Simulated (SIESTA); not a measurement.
PbS:

```
Pb S
1.0
     4.08970    0.00000    0.00000
    -2.04485    3.54178    0.00000
     0.00000    0.00000    3.78817
Pb S
1 1
Cartesian
  0.0000 0.0000 0.0000
  2.0448 1.1806 1.8941
```

Measurements of this composition are mostly on another form, of space group No. 225.

Base run:

- Program: SIESTA 5.4.2
- Functional: PBEsol
- Potentials or basis: PseudoDojo 0.4 standard (PBEsol files)
- Basis: DZP (energy shift 0.003 Ry; two zetas on semicore shells)
- Grid cutoff: 500 Ry
- Energy shift: 0.003 Ry
- k mesh: 8 × 8 × 7
- Occupations: fermi-dirac, width 0.05 eV
- Spin: no spin polarisation

Its results: pressure -2.1 GPa.

**Question.** The run is repeated on the same cell with these changes: functional from PBEsol to LDA; potentials or basis from PseudoDojo 0.4 standard (PBEsol files) to PseudoDojo 0.4 standard (LDA files). What comes out?

**Answer.** Pressure -3.7 GPa.

Caveats: the basis of atomic orbitals isn't converged, which shifts pressures, moduli and gaps.
